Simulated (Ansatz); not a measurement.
Crystal: B.

```xyz
2
Lattice="1.6246 0.0000 0.0000 0.0000 2.8662 0.0000 0.0000 0.0000 3.9144" Properties=species:S:1:pos:R:3 pbc="T T T"
B     0.0000    1.4331    2.3849
B     0.8123    0.0000    1.5295
```

The cell was built by a generator and needn't be a form met in nature.

| Item | Value |
| --- | --- |
| Program | Ansatz 0.2.0 |
| Task | relaxation of cell and atoms |
| Functional | RPBE |
| Dispersion | D3(BJ) |
| Potentials or basis | Ansatz PAW |
| Cutoff | 420 eV (not typed: the program's choice for these potentials) |
| k mesh | 16 × 9 × 7 |
| Occupations | fermi-dirac, width 0.05 eV |
| Spin | no spin polarisation |

At the start: volume 9.11 Å³/atom.

Task: Where does the relaxation end?

Result: It ends after 11 steps and the volume is 7.40 Å³/atom (-18.8 %); space group Pmmn (No. 59, to 0.05 Å).

The path:
```tsv
step	energy change (eV)	largest force (eV/Å)	volume (Å³)
1	0.0000	0.1046	18.23
2	-0.0473	0.0769	17.04
3	-0.0849	0.0290	15.95
4	-0.1021	0.0518	15.08
5	-0.1028	0.0358	14.78
6	-0.1032	0.0584	14.79
7	-0.1039	0.0002	14.85
8	-0.1040	0.0002	14.83
9	-0.1017	0.0013	14.83
10	-0.1019	0.0001	14.79
11	-0.1018	0.0001	14.79
```

Final structure:
```yaml
crystal:
  lattice:
    - [1.61161, 0.00000, 0.00000]
    - [0.00000, 2.78090, 0.00000]
    - [0.00000, 0.00000, 3.30030]
  atoms:
    - { symbol: B, position: [0.00000, 0.50000, 0.63559] }
    - { symbol: B, position: [0.50000, 0.00000, 0.36441] }
```

Caveat: the volume moved by over 15 % at a fixed basis, so the end points are rough; the plane-wave basis is chosen anew once the cell has moved, so the energies of steps on either side of that aren't comparable; the pressure holds a Pulay correction of +0.3 GPa for the finite cutoff; the PAW data sets come from PBE, with cores solved anew for the run's functional, which leaves a small shift of forces and pressure.
